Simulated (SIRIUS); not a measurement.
Crystal: BP.

```
CELL_PARAMETERS angstrom
0.00000 2.26900 2.26900
2.26900 0.00000 2.26900
2.26900 2.26900 0.00000
ATOMIC_POSITIONS crystal
P 0.75000 0.75000 0.75000
B 0.00000 0.00000 0.00000
```

| Quantity | Value |
| --- | --- |
| Program | SIRIUS 7.10.0 |
| Task | single point |
| Functional | PBE |
| Potentials or basis | PseudoDojo 0.4.1 PBE standard (scalar relativistic) |
| Cutoff | 1054 eV |
| Density cutoff | 4214 eV |
| k mesh | 10 × 10 × 10 |
| Occupations | fermi-dirac, width 0.05 eV |
| Spin | no spin polarisation |

On this cell: pressure 1.0 GPa; largest force zero by symmetry; band gap on the k mesh 1.25 eV.

The same run follows on a disturbed copy (atoms moved at random, drawn with an rms of 0.05 Å):

```
P B
1.0
     0.00000    2.26900    2.26900
     2.26900    0.00000    2.26900
     2.26900    2.26900    0.00000
P B
1 1
Cartesian
  3.4011 3.3991 3.4266
  0.0149 -0.0276 -0.0015
```

Problem. What changes?

Solution. The energy moves by +6.6 meV/atom; pressure 1.1 GPa; largest force 0.682 eV/Å; band gap on the k mesh 0.90 eV.

Forces in eV/Å, atoms in the order of the input:
```
P    0.299 -0.418 -0.448
B   -0.299  0.418  0.448
```

Stress tensor (GPa, compression positive):
```
 1.13  1.16  1.08
 1.16  1.10 -0.76
 1.08 -0.76  1.10
```

A k mesh can miss the band edges.
